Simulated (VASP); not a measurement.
# GaSb (F-43m) in VASP: a series of runs

Runs on GaSb. Level: r2SCAN. Tasks: single point.

Everything below comes from runs of VASP 6.6.1. Logs are shortened: lines on timing, memory, paths and dates and some standing lists are left out, and cuts for length are marked.

**What was measured.**

A printed reference work, data compilation reports, for a bulk crystal of GaSb at 4.2 K: band gap 0.811 eV (direct).

The results are compared with them further down.

**1. The cell of the first run**

It takes space group F-43m (No. 216, cubic). Conventional cell: a = 5.876 Å, b = 5.876 Å, c = 5.876 Å, α = 90.00°, β = 90.00°, γ = 90.00°. Ga (site symmetry -43m) has 4 Sb at 2.54 Å within 3.4 Å. Within 3.4 Å of Sb (site symmetry -43m) lie 4 Ga at 2.54 Å.

**2. Single point, r2SCAN (25.37 Å³/atom)**

The input, POSCAR:

```
GaSb
1.0
    0.0000000000      2.9382409368      2.9382409368
    2.9382409368      0.0000000000      2.9382409368
    2.9382409368      2.9382409368      0.0000000000
Ga Sb
1 1
Direct
    0.0000000000      0.0000000000      0.0000000000
    0.2500000000      0.2500000000      0.2500000000
```

The input, INCAR.step1:

```
SYSTEM = GaSb
  PREC = Accurate
  ENCUT = 520
  ISMEAR = 0
  SIGMA = 0.02
  LREAL = .False.
  LASPH = .True.
  NELM = 100
  NBANDS = 16
  GGA = PE
  ALGO = Normal
  EDIFF = 1E-4
  LWAVE = .True.
  LCHARG = .False.
```

The input, INCAR.step2:

```
SYSTEM = GaSb
  PREC = Accurate
  ENCUT = 520
  EDIFF = 1E-7
  ISMEAR = 0
  SIGMA = 0.02
  LREAL = .False.
  LASPH = .True.
  NELM = 100
  ALGO = Normal
  ISIF = 2
  LWAVE = .False.
  LCHARG = .False.
  METAGGA = R2SCAN
  LMIXTAU = .True.
  NBANDS = 16
  ISTART = 1
```

The input, KPOINTS:

```
Automatic mesh
0
Gamma
  10 10 10
  0 0 0
```

Potentials or basis: VASP PAW PBE potentials, release 64 (Ga_d, Sb).

The run is started by

```
cat potpaw_PBE.64/Ga_d/POTCAR potpaw_PBE.64/Sb/POTCAR > POTCAR
cp INCAR.step1 INCAR
mpirun -np 1 vasp_std > vasp.out
cp INCAR.step2 INCAR
mpirun -np 1 vasp_std > vasp.out
```

OUTCAR:

```text
SYSTEM = GaSb
   PREC = Accurate
   ENCUT = 520
   EDIFF = 1E-7
   ISMEAR = 0
   LREAL = .False.
   LASPH = .True.
   NELM = 100
   ISIF = 2
   METAGGA = R2SCAN
   ISTART = 1

 ion  position               nearest neighbor table
   1  0.000  0.000  0.000-   2 2.54   2 2.54   2 2.54   2 2.54
   2  0.250  0.250  0.250-   1 2.54   1 2.54   1 2.54   1 2.54

  LATTYP: Found a face centered cubic cell.
 ALAT       =     5.8764818736

  Lattice vectors:

 A1 = (   0.0000000000,   2.9382409368,   2.9382409368)
 A2 = (   2.9382409368,   0.0000000000,   2.9382409368)
 A3 = (   2.9382409368,   2.9382409368,   0.0000000000)

Analysis of symmetry for initial positions (statically):
=====================================================================
 Subroutine PRICEL returns:
 Original cell was already a primitive cell.

 Routine SETGRP: Setting up the symmetry group for a
 face centered cubic supercell.

 Subroutine GETGRP returns: Found 24 space group operations
 (whereof 24 operations were pure point group operations)
 out of a pool of 48 trial point group operations.

The static configuration has the point symmetry T_d .

Analysis of symmetry for dynamics (positions and initial velocities):
=====================================================================
 Subroutine PRICEL returns:
 Original cell was already a primitive cell.

 Routine SETGRP: Setting up the symmetry group for a
 face centered cubic supercell.

 Subroutine GETGRP returns: Found 24 space group operations
 (whereof 24 operations were pure point group operations)
 out of a pool of 48 trial point group operations.

The dynamic configuration has the point symmetry T_d .

 Subroutine INISYM returns: Found 24 space group operations
 (whereof 24 operations are pure point group operations),
 and found     1 'primitive' translations

----------------------------------------------------------------------------------------

                                     Primitive cell

  volume of cell :      50.7332

  direct lattice vectors                    reciprocal lattice vectors
     0.000000000  2.938240937  2.938240937    -0.170169843  0.170169843  0.170169843
     2.938240937  0.000000000  2.938240937     0.170169843 -0.170169843  0.170169843
     2.938240937  2.938240937  0.000000000     0.170169843  0.170169843 -0.170169843

  length of vectors
     4.155300182  4.155300182  4.155300182     0.294742815  0.294742815  0.294742815

  position of ions in fractional coordinates (direct lattice)
     0.000000000  0.000000000  0.000000000
     0.250000000  0.250000000  0.250000000

  ion indices of the primitive-cell ions
   primitive index   ion index
                 1           1
                 2           2

----------------------------------------------------------------------------------------

 KPOINTS: Automatic mesh

Automatic generation of k-mesh.
 Grid dimensions read from file:
 generate k-points for:   10   10   10

 Generating k-lattice:

  Cartesian coordinates                     Fractional coordinates (reciprocal lattice)
    -0.017016984  0.017016984  0.017016984     0.100000000  0.000000000  0.000000000
     0.017016984 -0.017016984  0.017016984     0.000000000  0.100000000  0.000000000
     0.017016984  0.017016984 -0.017016984     0.000000000  0.000000000  0.100000000

  Length of vectors
     0.029474281  0.029474281  0.029474281

  Shift w.r.t. Gamma in fractional coordinates (k-lattice)
     0.000000000  0.000000000  0.000000000

 Subroutine IBZKPT returns following result:
 ===========================================

 Found     47 irreducible k-points:

 Following reciprocal coordinates:
            Coordinates               Weight
  0.000000  0.000000  0.000000      1.000000
  0.100000  0.000000  0.000000      8.000000
  0.200000  0.000000  0.000000      8.000000
  0.300000  0.000000  0.000000      8.000000
  0.400000  0.000000  0.000000      8.000000
  0.500000  0.000000  0.000000      4.000000
[... 16 lines left out ...]
  0.300000  0.300000  0.000000      6.000000
  0.400000  0.300000  0.000000     24.000000
 [... further k-points ...]
   k-points           NKPTS =     47   k-points in BZ     NKDIM =     47   number of bands    NBANDS=     16
   number of dos      NEDOS =    301   number of ions     NIONS =      2
   total plane-waves  NPLWV =  32768
   dimension x,y,z NGX =    32 NGY =   32 NGZ =   32
   dimension x,y,z NGXF=    64 NGYF=   64 NGZF=   64
   ions per type =               1   1
   NGX,Y,Z   is equivalent  to a cutoff of  12.80, 12.80, 12.80 a.u.
   NGXF,Y,Z  is equivalent  to a cutoff of  25.61, 25.61, 25.61 a.u.
 SYSTEM =  GaSb
   PREC   = accura    normal or accurate (medium, high low for compatibility)
   ISTART =      1    job   : 0-new  1-cont  2-samecut
   ICHARG =      0    charge: 1-file 2-atom 10-const
   ISPIN  =      1    spin polarized calculation?
   LNONCOLLINEAR =      F non collinear calculations
   LSORBIT =      F    spin-orbit coupling
   LASPH  =      T    aspherical Exc in radial PAW
   ENCUT  =  520.0 eV  38.22 Ry    6.18 a.u.   7.73  7.73  7.73*2*pi/ulx,y,z
   NELM   =    100;   NELMIN=  2; NELMDL=  0     # of ELM steps
   EDIFF  = 0.1E-06   stopping-criterion for ELM
   LREAL  =      F    real-space projection
   EDIFFG = 0.1E-05   stopping-criterion for IOM
   NSW    =      0    number of steps for IOM
   IBRION =     -1    ionic relax: 0-MD 1-quasi-New 2-CG
   NFREE  =      0    steps in history (QN), initial steepest desc. (CG)
   ISIF   =      2    stress and relaxation
   ISYM   =      2    0-nonsym 1-usesym 2-fastsym
   POTIM  = 0.5000    time-step for ionic-motion
   TEBEG  =    0.0;   TEEND  =   0.0 temperature during run
   PSTRESS=    0.0 pullay stress
   NELECT =      18.0000    total number of electrons
   NUPDOWN=      -1.0000    fix difference up-down
   EMIN   =  10.00;   EMAX   =-10.00  energy-range for DOS
   EFERMI =   0.00;   METHOD = LEGACY
   ISMEAR =     0;   SIGMA  =   0.02  broadening in eV -4-tet -1-fermi 0-gaus
   EFERMI_NEDOS =   21; number of points for ismear=-14 and -15
   IALGO  =     38    algorithm
   IMIX   =      4    mixing-type and parameters
     AMIX     =   0.40;   BMIX     =  1.00
     AMIX_MAG =   1.60;   BMIX_MAG =  1.00
  volume/ion in A,a.u.               =      25.37       171.18
  Fermi-wavevector in a.u.,A,eV,Ry     =   1.158960  2.190116 18.275170  1.343187
  Thomas-Fermi vector in A             =   2.295557
   LORBIT       =      0    0 simple, 1 ext, 2 COOP (PROOUT), +10 PAW based schemes
   METAGGA = R2SCAN    functional components
   LHFCALC =     F    Hartree Fock is set to
   AEXX    =    0.0000 exact exchange contribution
   IVDW    =     0    specifies the selected vdW correction
   LEPSILON=     F    determine dielectric tensor
   LRPA    =     F    only Hartree local field effects (RPA)
 non-spin polarized calculation
 Gauss-broadening in eV      SIGMA  =   0.02
  energy-cutoff  :      520.00
  volume of cell :       50.73
 maximum number of plane-waves:      1387
   NGX = 15   NGY = 15   NGZ = 15

 number of electron      18.0000004 magnetization

 Free energy of the ion-electron system (eV)
  ---------------------------------------------------
  ext. energy  EPLUGINS =         0.00000000
  ---------------------------------------------------
  free energy    TOTEN  =       -37.42393810 eV

  energy without entropy =      -37.42393810  energy(sigma->0) =      -37.42393810

 E-fermi :   6.1558     XC(G=0): -10.2957

 val. band max:        6.0268653113   @ k =   0.0000   0.0000   0.0000
 cond. band min:       6.9098862180   @ k =   0.4000   0.4000   0.0000
 fundamental gap:      0.8830209068
 Fermi energy:         6.1558120619

 k-point     1 :       0.0000    0.0000    0.0000
  band No.  band energies     occupation
      1      -9.7617      2.00000
      2      -9.7617      2.00000
      3      -9.7616      2.00000
      4      -9.6812      2.00000
      5      -9.6812      2.00000
      6      -6.8554      2.00000
[... 8 lines left out ...]
     15      15.2549      0.00000
     16      15.2549      0.00000

 k-point     2 :       0.1000    0.0000    0.0000
  band No.  band energies     occupation
      1      -9.7668      2.00000
      2      -9.7597      2.00000
      3      -9.7597      2.00000
      4      -9.6815      2.00000
      5      -9.6815      2.00000
      6      -6.7299      2.00000
[... 8 lines left out ...]
     15      14.5242      0.00000
     16      14.5242      0.00000

 k-point     3 :       0.2000    0.0000    0.0000
  band No.  band energies     occupation
      1      -9.7797      2.00000
      2      -9.7547      2.00000
      3      -9.7547      2.00000
      4      -9.6820      2.00000
      5      -9.6820      2.00000
      6      -6.3631      2.00000
[... 8 lines left out ...]
     15      14.0523      0.00000
     16      14.0523      0.00000

 k-point     4 :       0.3000    0.0000    0.0000
  band No.  band energies     occupation
      1      -9.7949      2.00000
      2      -9.7492      2.00000
      3      -9.7492      2.00000
      4      -9.6820      2.00000
      5      -9.6820      2.00000
      6      -5.7933      2.00000
[... 8 lines left out ...]
     15      14.4533      0.00000
     16      14.4533      0.00000

 k-point     5 :       0.4000    0.0000    0.0000
  band No.  band energies     occupation
      1      -9.8067      2.00000
      2      -9.7452      2.00000
      3      -9.7452      2.00000
      4      -9.6815      2.00000
      5      -9.6815      2.00000
      6      -5.1420      2.00000
[... 8 lines left out ...]
     15      15.6599      0.00000
     16      15.6599      0.00000

 k-point     6 :       0.5000    0.0000    0.0000
  band No.  band energies     occupation
      1      -9.8111      2.00000
      2      -9.7439      2.00000
      3      -9.7439      2.00000
      4      -9.6812      2.00000
      5      -9.6811      2.00000
      6      -4.7905      2.00000
[... 8 lines left out ...]
     15      16.9524      0.00000
     16      16.9524      0.00000

 k-point     7 :       0.1000    0.1000    0.0000
  band No.  band energies     occupation
      1      -9.7704      2.00000
      2      -9.7579      2.00000
      3      -9.7579      2.00000
      4      -9.6827      2.00000
      5      -9.6807      2.00000
      6      -6.6879      2.00000
[... 8 lines left out ...]
     15      13.6345      0.00000
     16      15.3959      0.00000

 k-point     8 :       0.2000    0.1000    0.0000
  band No.  band energies     occupation
      1      -9.7811      2.00000
      2      -9.7538      2.00000
      3      -9.7529      2.00000
      4      -9.6844      2.00000
      5      -9.6803      2.00000
      6      -6.4005      2.00000
[... 8 lines left out ...]
     15      14.3635      0.00000
     16      15.0389      0.00000

 k-point     9 :       0.3000    0.1000    0.0000
  band No.  band energies     occupation
      1      -9.7945      2.00000
      2      -9.7490      2.00000
      3      -9.7472      2.00000
      4      -9.6853      2.00000
      5      -9.6802      2.00000
      6      -5.8937      2.00000
[... 8 lines left out ...]
     15      14.6629      0.00000
     16      15.1902      0.00000
[... 172 lines left out ...]
 k-point    19 :       0.5000    0.2000    0.0000
  band No.  band energies     occupation
      1      -9.8174      2.00000
      2      -9.7381      2.00000
      3      -9.7352      2.00000
      4      -9.6885      2.00000
      5      -9.6798      2.00000
      6      -4.5633      2.00000
[... 8 lines left out ...]
     15      17.0097      0.00000
     16      17.2083      0.00000

 k-point    20 :      -0.4000    0.2000    0.0000
  band No.  band energies     occupation
      1      -9.8168      2.00000
      2      -9.7385      2.00000
      3      -9.7365      2.00000
      4      -9.6856      2.00000
      5      -9.6820      2.00000
      6      -4.4561      2.00000
[... 8 lines left out ...]
     15      15.2078      0.00000
     16      16.4899      0.00000

 k-point    21 :      -0.3000    0.2000    0.0000
  band No.  band energies     occupation
      1      -9.8105      2.00000
      2      -9.7407      2.00000
      3      -9.7404      2.00000
      4      -9.6842      2.00000
      5      -9.6832      2.00000
      6      -4.9656      2.00000
[... 8 lines left out ...]
     15      15.4401      0.00000
     16      17.1086      0.00000

 k-point    22 :      -0.2000    0.2000    0.0000
  band No.  band energies     occupation
      1      -9.8002      2.00000
      2      -9.7468      2.00000
      3      -9.7439      2.00000
      4      -9.6848      2.00000
      5      -9.6817      2.00000
      6      -5.5938      2.00000
[... 8 lines left out ...]
     15      15.8905      0.00000
     16      16.6039      0.00000

 k-point    23 :       0.3000    0.3000    0.0000
  band No.  band energies     occupation
      1      -9.8139      2.00000
      2      -9.7350      2.00000
      3      -9.7350      2.00000
      4      -9.6946      2.00000
      5      -9.6773      2.00000
      6      -5.4050      2.00000
[... 8 lines left out ...]
     15      16.5276      0.00000
     16      17.2840      0.00000

 k-point    24 :       0.4000    0.3000    0.0000
  band No.  band energies     occupation
      1      -9.8222      2.00000
      2      -9.7308      2.00000
      3      -9.7299      2.00000
      4      -9.6966      2.00000
      5      -9.6769      2.00000
      6      -4.8642      2.00000
[... 8 lines left out ...]
     15      17.2625      0.00000
     16      17.7525      0.00000

 [... further k-points ...]

------------------------ aborting loop because EDIFF is reached ----------------------------------------

  FORCE on cell =-STRESS in cart. coord.  units (eV):
  Direction    XX          YY          ZZ          XY          YZ          ZX
  --------------------------------------------------------------------------------------
  -------------------------------------------------------------------------------------
  Total        2.9745824      2.9745824      2.9745824      0.0000000      0.0000000      0.0000000
  in kB       93.9386629     93.9386629     93.9386629      0.0000000      0.0000000      0.0000000
  external PRESSURE =      93.9386629 kB  Pullay stress =       0.0000000 kB

 VOLUME and BASIS-vectors are now :
 -----------------------------------------------------------------------------
  energy-cutoff  :      520.00
  volume of cell :       50.73
      direct lattice vectors                 reciprocal lattice vectors
     0.000000000  2.938240937  2.938240937    -0.170169843  0.170169843  0.170169843
     2.938240937  0.000000000  2.938240937     0.170169843 -0.170169843  0.170169843
     2.938240937  2.938240937  0.000000000     0.170169843  0.170169843 -0.170169843

 POSITION                                       TOTAL-FORCE (eV/Angst)
 -----------------------------------------------------------------------------------
      0.00000      0.00000      0.00000        -0.000000      0.000000      0.000000
      1.46912      1.46912      1.46912         0.000000     -0.000000     -0.000000
 -----------------------------------------------------------------------------------
    total drift:                               -0.000000     -0.000000     -0.000001

  FREE ENERGIE OF THE ION-ELECTRON SYSTEM (eV)
  ---------------------------------------------------
  free  energy   TOTEN  =       -37.4239381050 eV

  energy  without entropy=      -37.4239381050  energy(sigma->0) =      -37.42393810
```

It took 1.7 min on 1 thread of AMD EPYC 7R13 (Zen 3), shared host; peak memory 0.18 GiB.

What came out:

* Free energy: -37.4239 eV
* Pressure: 9.4 GPa
* Band gap on the k mesh: 0.88 eV (least direct gap 1.41 eV)

Levels at points of the mesh, in eV from the valence-band top:
| k point | band 7 | band 8 | band 9 | band 10 | band 11 | band 12 |
| --- | --- | --- | --- | --- | --- | --- |
| (0.00, 0.00, 0.00) | 0.00 | 0.00 | 0.00 | 1.41 | 2.91 | 2.91 |
| (0.50, 0.00, 0.00) | -7.28 | -1.44 | -1.44 | 0.98 | 3.98 | 3.98 |
| (0.50, 0.50, 0.00) | -7.68 | -3.18 | -3.18 | 0.95 | 1.23 | 10.10 |

Caveat: the cell stands under pressure; the PAW data sets were made with another functional, which shifts forces and pressure a little; spin-orbit coupling is left out, which moves the levels of the heavy elements. r2SCAN opens gaps a little over a GGA but as a rule still falls short of measured ones.

(Part 1 of 3 ends here.)

The gap in the log of VASP goes by the Fermi energy; the results here count the filled bands.